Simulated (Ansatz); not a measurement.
# Ionic part of the dielectric constant of BN at 7 GPa, mode by mode

All numbers below come from Ansatz, DFT PBE, scalar-relativistic, plane waves, PAW. Cutoff 420 eV, 12×12×12 k-points (Γ-centred), fixed occupations. No spin polarisation. Phonons by linear response, acoustic sum rule imposed.

Symmetry: F-43m, No. 216, cubic system. The conventional cell has a = 3.603 Å, b = 3.603 Å, c = 3.603 Å, α = 90.00°, β = 90.00°, γ = 90.00°. B (site symmetry -43m) is surrounded by 4 N at 1.56 Å. N (site symmetry -43m) has 4 B at 1.56 Å as nearest neighbours.

The primitive cell has V = 11.69 Å³ and ε∞,yy = 4.596. Each polar mode adds Δε = (4.92064×10⁷/V)·S/ν² along y, with S its oscillator strength in e²/amu, ν in cm⁻¹ and V in Å³.

Problem. From these modes, find each Δε and ε0,yy.
```csv
ν (cm⁻¹),S_yy (e²/amu)
1049.9,0.5952
```

Solution.
```tsv
ν (cm⁻¹)	Δε
1049.9	2.27
```

The sum is 2.273, so ε0,yy = 6.87; the run's tensor has 6.87.

Problem. Where do the longitudinal modes lie for a wave vector along y?

Solution. At 1284 cm⁻¹. The Lyddane–Sachs–Teller product Π(ν_LO/ν_TO)² = 1.49 matches ε0/ε∞ = 1.49.

Cost: 1 run of about 0.21 core-minutes, on Intel Xeon Platinum 8259CL (Skylake/Cascade Lake) (shared hosts).

The static dielectric response of cubic BN is mainly electronic: the lattice adds 2.27 to an ε∞ of 4.596. The whole ionic part comes from the one zone-centre optical vibration, in which the B and N sublattices move against each other. Its contribution is modest because short, strongly covalent sp³ bonds resist this displacement. The light atoms raise the frequency but not the static response, since the reduced mass cancels in S/ν², leaving the effective charge squared over the force constant. The bonds are nevertheless polar, as nitrogen's higher electronegativity gives the motion a sizeable dipole, and the resulting macroscopic field lifts the longitudinal mode to 1284 cm⁻¹.

Both optical frequencies lie somewhat below those measured at ambient pressure, although compression should harden them; the likely cause is PBE's tendency to make such bonds too soft. With a single polar mode, the Lyddane–Sachs–Teller agreement tests internal consistency, not accuracy. One pressure alone cannot show how compression divides its effect between bond stiffness and effective charge.
